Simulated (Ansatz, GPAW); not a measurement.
This is a calculation of Ta for GPAW 26.7.0 (ASE script). 

run.py

```python
from ase import Atoms
from ase.dft.bandgap import bandgap
from ase.io import write
from ase.units import GPa
from gpaw import GPAW, PW

atoms = Atoms(['Ta'],
              cell=[[-1.65128, 1.65128, 1.65128],
                    [1.65128, -1.65128, 1.65128],
                    [1.65128, 1.65128, -1.65128]],
              scaled_positions=[[0.0, 0.0, 0.0]],
              pbc=True)

calc = GPAW(mode=PW(600),
            xc='PBE',
            kpts={'size': (11, 11, 11), 'gamma': True},
            occupations={'name': 'methfessel-paxton', 'order': 0, 'width': 0.05},
            nbands=15,
            convergence={'density': 1e-05, 'energy': 1e-05},
            maxiter=150,
            txt='gpaw.txt')
atoms.calc = calc
energy = atoms.get_potential_energy()
forces = atoms.get_forces()
stress = atoms.get_stress()
calc.write('gs.gpw')
write('result.traj', atoms)
print(f'Energy: {energy:.6f} eV')
print('Forces (eV/A):')
print(forces.round(4))
print('Stress (GPa):', (stress / GPa).round(3))
print('Fermi level:', round(calc.get_fermi_level(), 4), 'eV')
print(f'Gap: {bandgap(calc)[0]:.4f} eV, direct: {bandgap(calc, direct=True)[0]:.4f} eV')
```

Potentials or basis: GPAW PAW data sets (gpaw-data 1.2.1), pw.

Command:

```sh
$ OMP_NUM_THREADS=1 python run.py
```

What does the same run look like in Ansatz 0.2.0? Potentials or basis there: Ansatz PAW, cutoff 420 eV.

As run (cutoffs and basis follow the program's own potentials, and thresholds, step limits or extra output files can differ):

input.yaml

```yaml
crystal:
  lattice:
    - [-1.65128, 1.65128, 1.65128]
    - [1.65128, -1.65128, 1.65128]
    - [1.65128, 1.65128, -1.65128]
  atoms:
    - { symbol: Ta, position: [0.0, 0.0, 0.0] }
hamiltonian:
  xc: pbe
  pseudopotentials: { kind: paw }
kpoints:
  mp_grid: { grid: [11, 11, 11] }
scf:
  occupations: { method: gaussian, width: 0.05 }
output:
  forces: true
  stress: true
  eigenvalues: true
  write_density: true
  write_potential: true
  elf: true
  volumetric_format: npy
```

Potentials or basis: Ansatz PAW.

The run is started by

```console
$ ansatz run input.yaml --threads 2 --pin off --max-ram 5632MiB --backend cpu --events-out ev --progress --plain --runs-dir out
```

Both were run:

|  | GPAW | Ansatz |
| --- | --- | --- |
| Pressure | 2.5 GPa | 2.2 GPa |

Ansatz's pressure holds a Pulay term of +0.06 GPa for its cutoff of 420 eV, which the other run lacks.

Where Ansatz's input types no cutoff or centring, it takes its own default and a Γ-centred mesh.

Pressure is positive in compression.
